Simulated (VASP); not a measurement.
Input of a VASP 6.6.1 run:

The input INCAR:

```
SYSTEM = BAs
ALGO     = Normal         ! electronic algorithm
EDIFF    = 1E-6           ! SCF threshold, eV
EDIFFG   = -0.01          ! ionic threshold
ENCUT    = 600            ! plane-wave cutoff, eV
GGA      = RP             ! functional
IBRION   = 2              ! ionic algorithm
ISIF     = 3              ! what is computed and relaxed
ISMEAR   = 0              ! smearing method
LASPH    = .True.         ! aspherical terms in the spheres
LCHARG   = .False.        ! write CHGCAR
LREAL    = .False.        ! projectors in reciprocal space
LWAVE    = .False.        ! write WAVECAR
NELM     = 80             ! most SCF steps
NSW      = 90             ! ionic steps
PREC     = Accurate       ! precision mode
SIGMA    = 0.03           ! smearing width, eV
```

File KPOINTS:

```
k-points
0
Gamma
  10 10 10
  0 0 0
```

The input POSCAR:

```
BAs
1.0
    0.0000000000      2.3885000000      2.3885000000
    2.3885000000      0.0000000000      2.3885000000
    2.3885000000      2.3885000000      0.0000000000
B As
1 1
Direct
    0.0000000000      0.0000000000      0.0000000000
    0.2500000000      0.2500000000      0.2500000000
```

Potentials or basis: VASP PAW PBE potentials, release 64 (B, As).

The run is started by

```sh
$ cat potpaw_PBE.64/B/POTCAR potpaw_PBE.64/As/POTCAR > POTCAR
$ mpirun -np 1 vasp_std > vasp.out
```

Problem. Estimate the relaxed cell.

Solution. a = 3.427 Å, b = 3.427 Å, c = 3.427 Å, α = 60.00°, β = 60.00°, γ = 60.00°.

Problem. Estimate the space group after relaxing (to 0.05 Å).

Solution. F-43m (No. 216).

Problem. What does it give for the relaxed volume?

Solution. 14.23 Å³/atom.

Final structure:
```
B As
1.0
     0.00000    2.42354    2.42354
     2.42354    0.00000    2.42354
     2.42354    2.42354    0.00000
B As
1 1
Direct
  0.00000 0.00000 0.00000
  0.25000 0.25000 0.25000
```

Caveat: the PAW data sets were made with another functional, which shifts forces and pressure a little. RPBE and its kin give volumes clearly too large for solids.
